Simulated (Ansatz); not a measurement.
**Property card for MoS2**

Level of theory: DFT PBE+D3(BJ), scalar-relativistic, plane waves, PAW in Ansatz 0.2.0.

Plane waves to 420 eV, a k mesh through Γ of 12×12×4 on the computed 3-atom cell and Gaussian smearing (0.02 eV); no spin polarisation.

The structure is relaxed at this level of theory with its symmetry kept. This form isn't the usual stable structure of the compound.

```cif
data_structure
_symmetry_space_group_name_H-M 'P 1'
_symmetry_Int_Tables_number 1
_cell_length_a 3.1497
_cell_length_b 3.1497
_cell_length_c 6.6475
_cell_angle_alpha 90.000
_cell_angle_beta 90.000
_cell_angle_gamma 120.000
_cell_volume 57.11
loop_
_atom_site_label
_atom_site_type_symbol
_atom_site_fract_x
_atom_site_fract_y
_atom_site_fract_z
_atom_site_occupancy
Mo1 Mo 0.00000 0.00000 0.00000 1
S1 S 0.33333 0.66667 0.23567 1
S2 S 0.33333 0.66667 0.76433 1
```

(1) Kohn–Sham band gap?

(2) Löwdin character of the top 1 eV of the valence band?

(3) Löwdin character of the lowest 1 eV of the conduction band?

(4) Electron masses at the edge by Cartesian direction of the standard setting (m_e; degenerate bands sorted by energy; no spin-orbit coupling)?

(5) Hole masses at the edge by Cartesian direction of the standard setting (m_e; degenerate bands sorted by energy; no spin-orbit coupling)?

(6) Electronic dielectric constant xx, yy, zz of the standard setting (independent particles)?

(7) Bader charges (e)?

A ferromagnetic start lost its moments in a first run, so spin was left out; other magnetic orders weren't tried.

## Answers

(1) 1.20 eV, indirect from A to (0.174, 0.174, 0.000).

(2) Mo 4d 60 %, S 3p 35 %.

(3) Mo 4d 63 %, S 3p 32 %.

(4) x: 0.80; y: 0.68; z: 0.64.

(5) x: 1.3; y: 1.3; z: 0.71.

(6) 14.7, 14.7, 8.6.

(7) Mo (1 in the cell) 1.23, S (2 in the cell) -0.61.